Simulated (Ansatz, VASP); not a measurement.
## Two plane-wave programs on Sc

Contents of INCAR:

```
SYSTEM = Sc
ALGO     = Normal         ! electronic algorithm
EDIFF    = 1E-6           ! SCF threshold, eV
ENCUT    = 520            ! plane-wave cutoff, eV
GGA      = PE             ! functional
ISIF     = 2              ! what is computed and relaxed
ISMEAR   = 1              ! smearing method
LASPH    = .TRUE.         ! aspherical terms in the spheres
LCHARG   = .FALSE.        ! write CHGCAR
LREAL    = .FALSE.        ! projectors in reciprocal space
LWAVE    = .FALSE.        ! write WAVECAR
NBANDS   = 18             ! bands
NELM     = 60             ! most SCF steps
PREC     = Accurate       ! precision mode
SIGMA    = 0.1            ! smearing width, eV
```

KPOINTS

```
k-points
0
G
  10 10 6
  0 0 0
```

File POSCAR:

```
Sc
1.0
    3.3381556873      0.0000000000      0.0000000000
   -1.6690778437      2.8909275653      0.0000000000
    0.0000000000      0.0000000000      5.3197631870
Sc
2
Direct
    0.3333333333      0.6666666667      0.2500000000
    0.6666666667      0.3333333333      0.7500000000
```

Input for Ansatz:

```yaml
crystal:
  lattice:
    - [3.3381556873017546, 0.0, 0.0]
    - [-1.6690778436508773, 2.8909275653295605, 0.0]
    - [0.0, 0.0, 5.319763187019746]
  atoms:
    - { symbol: Sc, position: [0.3333333333333333, 0.6666666666666666, 0.25] }
    - { symbol: Sc, position: [0.6666666666666666, 0.3333333333333333, 0.75] }
basis:
  ecutwfc: 420.0
kpoints:
  mp_grid:
    grid: [10, 10, 6]
hamiltonian:
  xc: pbe
  pseudopotentials:
    kind: paw
scf:
  convergence:
    dr2_threshold: 1.0e-10
  occupations:
    method: cold
output:
  stress: true
```

Alike in both runs: task single point; functional PBE; k mesh 10 × 10 × 6; no spin polarisation.

|  | VASP | Ansatz |
| --- | --- | --- |
| version | VASP 6.6.1 | Ansatz 0.2.0 |
| potentials or method | VASP PAW PBE potentials, release 64 (Sc_sv) | plane waves, PAW |
| plane-wave cutoff (eV) | 520 | 420 |
| occupations | methfessel-paxton of order 1, width 0.1 eV | cold |
| valence electrons in the cell | 22 | 22 |

Ansatz gave:

| Property | Result |
| --- | --- |
| pressure (GPa) | -2.1 |
| largest component of the traceless stress (GPa) | 1.04 |

Q: Which values does VASP return?

A: Pressure (GPa): -2.0; largest component of the traceless stress (GPa): 1.04.
